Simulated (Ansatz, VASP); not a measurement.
# One calculation of Si, two programs

File POSCAR:

```
Si
1.0
    2.7067073704      0.0000000000      0.0000000000
   -1.3533536852      2.3440773434      0.0000000000
    0.0000000000      0.0000000000      4.5758010048
Si
2
Direct
    0.3333333300      0.6666666700      0.2500000000
    0.6666666700      0.3333333300      0.7500000000
```

File INCAR.step1:

```
SYSTEM = Si
PREC     = Accurate       ! precision mode
ENCUT    = 520            ! plane-wave cutoff, eV
ISMEAR   = 0              ! smearing method
SIGMA    = 0.1            ! smearing width, eV
LREAL    = .FALSE.        ! projectors in reciprocal space
LASPH    = .TRUE.         ! aspherical terms in the spheres
NELM     = 100            ! most SCF steps
NBANDS   = 11             ! bands
GGA      = PE             ! functional
ALGO     = Normal         ! electronic algorithm
EDIFF    = 1E-4           ! SCF threshold, eV
LWAVE    = .TRUE.         ! write WAVECAR
LCHARG   = .FALSE.        ! write CHGCAR
```

Contents of INCAR.step2:

```
SYSTEM = Si
PREC     = Accurate       ! precision mode
ENCUT    = 520            ! plane-wave cutoff, eV
EDIFF    = 1E-7           ! SCF threshold, eV
ISMEAR   = 0              ! smearing method
SIGMA    = 0.1            ! smearing width, eV
LREAL    = .FALSE.        ! projectors in reciprocal space
LASPH    = .TRUE.         ! aspherical terms in the spheres
NELM     = 100            ! most SCF steps
ALGO     = Normal         ! electronic algorithm
ISIF     = 2              ! what is computed and relaxed
LWAVE    = .FALSE.        ! write WAVECAR
LCHARG   = .FALSE.        ! write CHGCAR
METAGGA  = R2SCAN         ! meta-GGA
LMIXTAU  = .TRUE.       
NBANDS   = 11             ! bands
ISTART   = 1
```

File KPOINTS:

```
Automatic mesh
0
G
  18 18 10
  0 0 0
```

Input for Ansatz:

```yaml
crystal:
  lattice:
    - [2.7067073704, 0.0, 0.0]
    - [-1.3533536852, 2.3440773434, 0.0]
    - [0.0, 0.0, 4.5758010048]
  atoms:
    - { symbol: Si, position: [0.33333333, 0.66666667, 0.25] }
    - { symbol: Si, position: [0.66666667, 0.33333333, 0.75] }
basis:
  ecutwfc: 500
kpoints:
  mp_grid: { grid: [18, 18, 10] }
hamiltonian:
  xc: r2scan
scf:
  occupations: { method: gaussian, width: 0.1 }
output:
  forces: true
  stress: true
  eigenvalues: true
```

Alike in both runs: task single point; functional r2SCAN; k mesh 18 × 18 × 10; occupations gaussian, width 0.1 eV; no spin polarisation.

```csv
,VASP,Ansatz
version,VASP 6.6.1,Ansatz 0.2.0
potentials or method,"VASP PAW PBE potentials, release 64 (Si)","scalar-relativistic, plane waves, PAW"
plane-wave cutoff (eV),520,500
valence electrons in the cell,8,8
```

Ansatz gave:

- gap on the k mesh at the Fermi level (eV): none
- pressure (GPa): -4.6
- largest component of the traceless stress (GPa): 1.46

**Question.** Which values does VASP return?

**Answer.** gap on the k mesh at the Fermi level (eV): none; pressure (GPa): -4.5; largest component of the traceless stress (GPa): 1.48.

A gap of «none» marks a metal or a gap that the smearing closes. With one functional, cell and mesh, what is left measures potentials, basis and numerics.

Caveats: the PAW data sets were made with another functional, which shifts forces and pressure a little (VASP).
